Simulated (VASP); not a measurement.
# AsH3 in VASP: settings compared

Aim: see how the results for AsH3 move with the level of theory and the settings. Levels: PBE+D3(BJ), PBE. Tasks: relaxation of the atoms, vibrations by finite differences, single point.

Program: VASP 6.6.1. These are calculated values, not measurements. Logs are shortened: lines on timing, memory, paths and dates and some standing lists are left out, and cuts for length are marked.

## Step 1: Starting point

The cell holds a molecule in a box, 4 atoms: a = 12.557 Å, b = 13.057 Å, c = 13.557 Å, α = 90.00°, β = 90.00°, γ = 90.00°.

## Step 2: Relaxation of the atoms, PBE+D3(BJ)

INCAR

```
SYSTEM = AsH3
PREC = Accurate ; ENCUT = 400
EDIFF = 1E-6 ; ISMEAR = 0
SIGMA = 0.01 ; LREAL = .FALSE.
LASPH = .TRUE. ; NELM = 80
ALGO = Fast ; ISIF = 2
LWAVE = .FALSE. ; LCHARG = .FALSE.
GGA = PE ; IVDW = 12
IBRION = 2 ; NSW = 120
EDIFFG = -0.03 ; ISYM = 0
```

KPOINTS

```
Automatic mesh
0
G
  1 1 1
  0 0 0
```

POSCAR

```
AsH3
1.0
   12.5572003111      0.0000000000      0.0000000000
    0.0000000000     13.0572003111      0.0000000000
    0.0000000000      0.0000000000     13.5572003111
As H
1 3
Selective dynamics
Direct
    0.5242353622      0.5072092104      0.4572508723  F F F
    0.5223909347      0.4149429017      0.5226328883  T T T
    0.5459697509      0.5724958428      0.5456557884  T T T
    0.4074039522      0.5206692644      0.4744604510  T T T
```

Potentials or basis: VASP PAW PBE potentials, release 64 (As, H).

Launch:

```console
$ cat potpaw_PBE.64/As/POTCAR potpaw_PBE.64/H/POTCAR > POTCAR
$ mpirun -np 1 vasp_gam > vasp.out
```

OUTCAR:

```text
SYSTEM = AsH3
   PREC = Accurate
   ENCUT = 400
   EDIFF = 1E-6
   ISMEAR = 0
   LREAL = .FALSE.
   LASPH = .TRUE.
   NELM = 80
   ISIF = 2
   GGA = PE
   IVDW = 12
   IBRION = 2
   NSW = 120
   EDIFFG = -0.03
   ISYM = 0
 IVDW          = 12

 ion  position               nearest neighbor table
   1  0.524  0.507  0.457-   4 1.50   3 1.50   2 1.50
   2  0.522  0.415  0.523-   1 1.50
   3  0.546  0.572  0.546-   1 1.50
   4  0.407  0.521  0.474-   1 1.50

IMPORTANT INFORMATION: All symmetrisations will be switched off!
NOSYMM: (Re-)initialisation of all symmetry stuff for point group C_1.

----------------------------------------------------------------------------------------

                                     Primitive cell

  volume of cell :    2222.8640

  direct lattice vectors                    reciprocal lattice vectors
    12.557200311  0.000000000  0.000000000     0.079635586  0.000000000  0.000000000
     0.000000000 13.057200311  0.000000000     0.000000000  0.076586096  0.000000000
     0.000000000  0.000000000 13.557200311     0.000000000  0.000000000  0.073761542

  length of vectors
    12.557200311 13.057200311 13.557200311     0.079635586  0.076586096  0.073761542

  position of ions in fractional coordinates (direct lattice)
     0.524235362  0.507209210  0.457250872
     0.522390935  0.414942902  0.522632888
     0.545969751  0.572495843  0.545655788
     0.407403952  0.520669264  0.474460451

  ion indices of the primitive-cell ions
   primitive index   ion index
                 1           1
                 2           2
                 3           3
                 4           4

----------------------------------------------------------------------------------------

 KPOINTS: Automatic mesh

Automatic generation of k-mesh.
 Grid dimensions read from file:
 generate k-points for:    1    1    1

 Generating k-lattice:

  Cartesian coordinates                     Fractional coordinates (reciprocal lattice)
     0.079635586  0.000000000  0.000000000     1.000000000  0.000000000  0.000000000
     0.000000000  0.076586096  0.000000000     0.000000000  1.000000000  0.000000000
     0.000000000  0.000000000  0.073761542     0.000000000  0.000000000  1.000000000

  Length of vectors
     0.079635586  0.076586096  0.073761542

  Shift w.r.t. Gamma in fractional coordinates (k-lattice)
     0.000000000  0.000000000  0.000000000

 Subroutine IBZKPT returns following result:
 ===========================================

 Found      1 irreducible k-points:

 Following reciprocal coordinates:
            Coordinates               Weight
  0.000000  0.000000  0.000000      1.000000
   k-points           NKPTS =      1   k-points in BZ     NKDIM =      1   number of bands    NBANDS=      8
   number of dos      NEDOS =    301   number of ions     NIONS =      4
   total plane-waves  NPLWV = 680400
   dimension x,y,z NGX =    84 NGY =   90 NGZ =   90
   dimension x,y,z NGXF=   168 NGYF=  180 NGZF=  180
   ions per type =               1   3
   NGX,Y,Z   is equivalent  to a cutoff of  11.12, 11.46, 11.04 a.u.
   NGXF,Y,Z  is equivalent  to a cutoff of  22.24, 22.92, 22.07 a.u.
 SYSTEM =  AsH3
   PREC   = accura    normal or accurate (medium, high low for compatibility)
   ISTART =      0    job   : 0-new  1-cont  2-samecut
   ICHARG =      2    charge: 1-file 2-atom 10-const
   ISPIN  =      1    spin polarized calculation?
   LNONCOLLINEAR =      F non collinear calculations
   LSORBIT =      F    spin-orbit coupling
   LASPH  =      T    aspherical Exc in radial PAW
   ENCUT  =  400.0 eV  29.40 Ry    5.42 a.u.  20.48 21.29 22.11*2*pi/ulx,y,z
   NELM   =     80;   NELMIN=  2; NELMDL= -5     # of ELM steps
   EDIFF  = 0.1E-05   stopping-criterion for ELM
   LREAL  =      F    real-space projection
   EDIFFG = -.3E-01   stopping-criterion for IOM
   NSW    =    120    number of steps for IOM
   IBRION =      2    ionic relax: 0-MD 1-quasi-New 2-CG
   NFREE  =      1    steps in history (QN), initial steepest desc. (CG)
   ISIF   =      2    stress and relaxation
   ISYM   =      0    0-nonsym 1-usesym 2-fastsym
   POTIM  = 0.5000    time-step for ionic-motion
   TEBEG  =    0.0;   TEEND  =   0.0 temperature during run
   PSTRESS=    0.0 pullay stress
   NELECT =       8.0000    total number of electrons
   NUPDOWN=      -1.0000    fix difference up-down
   EMIN   =  10.00;   EMAX   =-10.00  energy-range for DOS
   EFERMI =   0.00;   METHOD = LEGACY
   ISMEAR =     0;   SIGMA  =   0.01  broadening in eV -4-tet -1-fermi 0-gaus
   EFERMI_NEDOS =   21; number of points for ismear=-14 and -15
   IALGO  =     68    algorithm
   IMIX   =      4    mixing-type and parameters
     AMIX     =   0.40;   BMIX     =  1.00
     AMIX_MAG =   1.60;   BMIX_MAG =  1.00
  volume/ion in A,a.u.               =     555.72      3750.16
  Fermi-wavevector in a.u.,A,eV,Ry     =   0.250881  0.474096  0.856366  0.062941
  Thomas-Fermi vector in A             =   1.068040
   LORBIT       =      0    0 simple, 1 ext, 2 COOP (PROOUT), +10 PAW based schemes
   GGA     = PE    functional components
   LHFCALC =     F    Hartree Fock is set to
   AEXX    =    0.0000 exact exchange contribution
   IVDW    =    12    specifies the selected vdW correction
   LEPSILON=     F    determine dielectric tensor
   LRPA    =     F    only Hartree local field effects (RPA)
 conjugate gradient relaxation of ions
 non-spin polarized calculation
 RMM-DIIS sequential band-by-band and
 Gauss-broadening in eV      SIGMA  =   0.01
  energy-cutoff  :      400.00
  volume of cell :     2222.86
 maximum number of plane-waves:     20182
 NGX is ok and might be reduce to    84
   NGX = 41   NGY = 43   NGZ = 45

--------------------------------------- Ionic step        1  -------------------------------------------

 number of electron       7.9999999 magnetization

 Free energy of the ion-electron system (eV)
  ---------------------------------------------------
  ext. energy  EPLUGINS =         0.00000000
  ---------------------------------------------------
  free energy    TOTEN  =       -14.33485515 eV

  energy without entropy =      -14.33485515  energy(sigma->0) =      -14.33485515

------------------------ aborting loop because EDIFF is reached ----------------------------------------

 Edisp (eV)   -0.03941

 E8    (eV) :    -0.0126

  FORCE on cell =-STRESS in cart. coord.  units (eV):
  Direction    XX          YY          ZZ          XY          YZ          ZX
  --------------------------------------------------------------------------------------
  -------------------------------------------------------------------------------------
  Total       1.06522     1.13822     0.86615    -0.01093     0.02084     0.14400
  in kB       0.76778     0.82039     0.62430    -0.00788     0.01502     0.10379
  external pressure =        0.74 kB  Pullay stress =        0.00 kB

 VOLUME and BASIS-vectors are now :
 -----------------------------------------------------------------------------
  energy-cutoff  :      400.00
  volume of cell :     2222.86
      direct lattice vectors                 reciprocal lattice vectors
    12.557200311  0.000000000  0.000000000     0.079635586  0.000000000  0.000000000
     0.000000000 13.057200311  0.000000000     0.000000000  0.076586096  0.000000000
     0.000000000  0.000000000 13.557200311     0.000000000  0.000000000  0.073761542
[... 253 lines left out ...]
 POSITION                                       TOTAL-FORCE (eV/Angst)
 -----------------------------------------------------------------------------------
      6.58293      6.62273      6.19904         0.039796      0.004263     -0.076754
      6.58154      5.36496      7.08331        -0.015644      0.005703      0.024306
      6.89152      7.51835      7.40989        -0.017129     -0.006593      0.023991
      5.07017      6.81007      6.39960        -0.007024     -0.003374      0.028457
 -----------------------------------------------------------------------------------
    total drift:                                0.000154      0.000137      0.000017

  FREE ENERGIE OF THE ION-ELECTRON SYSTEM (eV)
  ---------------------------------------------------
  free  energy   TOTEN  =       -14.4283916735 eV

  energy  without entropy=      -14.4283916735  energy(sigma->0) =      -14.42839167

--------------------------------------- Ionic step        8  -------------------------------------------

 number of electron       7.9999999 magnetization

 Free energy of the ion-electron system (eV)
  ---------------------------------------------------
  ext. energy  EPLUGINS =         0.00000000
  ---------------------------------------------------
  free energy    TOTEN  =       -14.38954589 eV

  energy without entropy =      -14.38954589  energy(sigma->0) =      -14.38954589

 E-fermi :  -6.6672     XC(G=0):  -0.4518

 val. band max:       -6.7534145790   @ k =   0.0000   0.0000   0.0000
 cond. band min:      -0.7928960369   @ k =   0.0000   0.0000   0.0000
 fundamental gap:      5.9605185421
 Fermi energy:        -6.6671548217

 k-point     1 :       0.0000    0.0000    0.0000
  band No.  band energies     occupation
      1     -15.9539      2.00000
      2      -8.7301      2.00000
      3      -8.7300      2.00000
      4      -6.7534      2.00000
      5      -0.7929      0.00000
      6      -0.3927      0.00000
      7      -0.3805      0.00000
      8       0.3351      0.00000

------------------------ aborting loop because EDIFF is reached ----------------------------------------

 Edisp (eV)   -0.03926

 E8    (eV) :    -0.0126

  FORCE on cell =-STRESS in cart. coord.  units (eV):
  Direction    XX          YY          ZZ          XY          YZ          ZX
  --------------------------------------------------------------------------------------
  -------------------------------------------------------------------------------------
  Total      -0.15101    -0.15205    -0.15042     0.00020     0.00103     0.00009
  in kB      -0.10885    -0.10960    -0.10842     0.00015     0.00074     0.00006
  external pressure =       -0.11 kB  Pullay stress =        0.00 kB
[... 10 lines left out ...]
 POSITION                                       TOTAL-FORCE (eV/Angst)
 -----------------------------------------------------------------------------------
      6.58293      6.62273      6.19904         0.006734     -0.000084     -0.013426
      6.57606      5.36929      7.09018         0.000161     -0.007236      0.004831
      6.88475      7.51391      7.41547         0.002302      0.006135      0.007836
      5.07082      6.80849      6.40927        -0.009197      0.001186      0.000758
 -----------------------------------------------------------------------------------
    total drift:                                0.000057      0.000074      0.000236

  FREE ENERGIE OF THE ION-ELECTRON SYSTEM (eV)
  ---------------------------------------------------
  free  energy   TOTEN  =       -14.4288081728 eV

  energy  without entropy=      -14.4288081728  energy(sigma->0) =      -14.42880817

 reached required accuracy - stopping structural energy minimisation
```

It took 5.2 min on 1 thread of Intel Xeon 6975P-C (Granite Rapids), shared host; peak memory 1.1 GiB.

What came out:

| Item | Value |
| --- | --- |
| Free energy | -14.4288 eV |
| Energy gained by relaxing | 13.6 meV/atom |
| Ionic steps | 8 |
| Gap between the frontier levels | 5.96 eV |
| Dispersion energy per atom | -0.010 eV |

The path:
```
step  energy change (eV)  largest force (eV/Å)  pressure (GPa)
   1              0.0000                1.0931            0.07
   2             -0.0513                0.1135            0.00
   3             -0.0522                0.1842           -0.01
   4             -0.0522                0.1625           -0.01
   5             -0.0528                0.1350           -0.01
   6             -0.0541                0.0606           -0.01
   7             -0.0541                0.0866           -0.01
   8             -0.0545                0.0150           -0.01
```

Final structure:
```
CELL_PARAMETERS angstrom
12.55720 0.00000 0.00000
0.00000 13.05720 0.00000
0.00000 0.00000 13.55720
ATOMIC_POSITIONS crystal
As 0.52424 0.50721 0.45725
H 0.52369 0.41121 0.52298
H 0.54827 0.57546 0.54698
H 0.40382 0.52144 0.47276
```

Levels at points of the mesh, in eV from the valence-band top:
```tsv
k point	band 1	band 2	band 3	band 4	band 5	band 6	band 7	band 8
(0.00, 0.00, 0.00)	-9.20	-1.98	-1.98	0.00	5.96	6.36	6.37	7.09
```

## Step 3: Vibrations by finite differences, PBE+D3(BJ)

INCAR

```
SYSTEM = AsH3
PREC = Accurate
ENCUT = 400
EDIFF = 1E-7
ISMEAR = 0
SIGMA = 0.01
LREAL = .False.
LASPH = .True.
NELM = 80
ALGO = Fast
ISIF = 2
LWAVE = .False.
LCHARG = .False.
GGA = PE
IVDW = 12
NBANDS = 12
IBRION = 5
NFREE = 2
POTIM = 0.015
NSW = 1
ISYM = 0
```

KPOINTS

```
Automatic mesh
0
Gamma
  1 1 1
  0 0 0
```

POSCAR

```
AsH3                                    
1.0
   12.5572003111      0.0000000000      0.0000000000
    0.0000000000     13.0572003111      0.0000000000
    0.0000000000      0.0000000000     13.5572003111
  As              H             
     1     3
Selective dynamics
Direct
0.5242353622000024  0.5072092103999992  0.4572508723000013  T T T
0.5236881061855518  0.4112131668022903  0.5229823161868220  T T T
0.5482714786471651  0.5754611489579604  0.5469763814981822  T T T
0.4038179221497143  0.5214360344410759  0.4727577925619616  T T T
```

Potentials or basis: VASP PAW PBE potentials, release 64 (As, H).

Launch:

```console
$ cat potpaw_PBE.64/As/POTCAR potpaw_PBE.64/H/POTCAR > POTCAR
$ mpirun -np 1 vasp_gam > vasp.out
```

Wall time 28 min (1 thread of Intel Xeon 6975P-C (Granite Rapids), shared host); peak memory 1.1 GiB.

The run converged. Its results:

```
Highest phonon frequency at Γ, LO-TO splitting left out : 2142 cm⁻¹
Most unstable mode                                      : 55i cm⁻¹
Dispersion energy per atom                              : -0.010 eV
```

Phonon frequencies in cm⁻¹ (negative: imaginary):
```csv
q point,frequencies
"(0.000, 0.000, 0.000)",-55 -48 -42 1 1 3 897 975 976 2127 2142 2142
```

Caveat: some modes are imaginary.

## Step 4: Single point, PBE

INCAR

```
SYSTEM = AsH3
PREC = Accurate
ENCUT = 400
EDIFF = 1E-6
ISMEAR = 0
SIGMA = 0.01
LREAL = .False.
LASPH = .True.
NELM = 80
ALGO = Fast
ISIF = 2
LWAVE = .False.
LCHARG = .False.
GGA = PE
NBANDS = 12
ISYM = 0
```

KPOINTS is that of step 3.

POSCAR

```
AsH3                                    
1.0
   12.5572003111      0.0000000000      0.0000000000
    0.0000000000     13.0572003111      0.0000000000
    0.0000000000      0.0000000000     13.5572003111
  As              H             
     1     3
Selective dynamics
Direct
     0.5242353622000024    0.5072092103999992    0.4572508723000013   F   F   F
     0.5236881061855518    0.4112131668022903    0.5229823161868220   T   T   T
     0.5482714786471651    0.5754611489579604    0.5469763814981822   T   T   T
     0.4038179221497143    0.5214360344410759    0.4727577925619616   T   T   T
```

Launch:

```console
$ cat potpaw_PBE.64/As/POTCAR potpaw_PBE.64/H/POTCAR > POTCAR
$ mpirun -np 1 vasp_gam > vasp.out
```

It took 71 s on 1 thread of Intel Xeon 6975P-C (Granite Rapids), shared host; peak memory 1.1 GiB.

Results (log left out):

```
Free energy                     : -14.3895 eV
Largest force                   : 0.015 eV/Å
Gap between the frontier levels : 5.96 eV
```

Forces on the atoms (eV/Å):
```
As   0.007  0.000 -0.013
H    0.000 -0.008  0.005
H    0.003  0.007  0.008
H   -0.010  0.001  0.000
```

Levels at points of the mesh, in eV from the valence-band top:
| k point | band 1 | band 2 | band 3 | band 4 | band 5 | band 6 | band 7 | band 8 | band 9 |
| --- | --- | --- | --- | --- | --- | --- | --- | --- | --- |
| (0.00, 0.00, 0.00) | -9.20 | -1.98 | -1.98 | 0.00 | 5.96 | 6.36 | 6.37 | 7.08 | 7.33 |

Expect the measured gap to be larger: semilocal functionals such as PBE lack the derivative discontinuity.

## Step 5: Overview

| task | level | cell | atoms held fixed (from 0) | gap on the mesh (eV) |
| --- | --- | --- | --- | --- |
| relaxation of the atoms | PBE+D3(BJ) | atoms relaxed | [0] | 5.96 |
| vibrations by finite differences | PBE+D3(BJ) | as given | - | - |
| single point | PBE | as given | - | 5.96 |

Alike in all rows: potentials or basis VASP PAW PBE potentials, release 64 (As, H); no spin polarisation; k mesh 1 × 1 × 1; cutoff (eV) 400; smearing gaussian 0.01 eV.

Caveats: some modes are imaginary (some runs).

Total energies depend on the potentials used, so only differences within one code and one set of settings carry meaning.
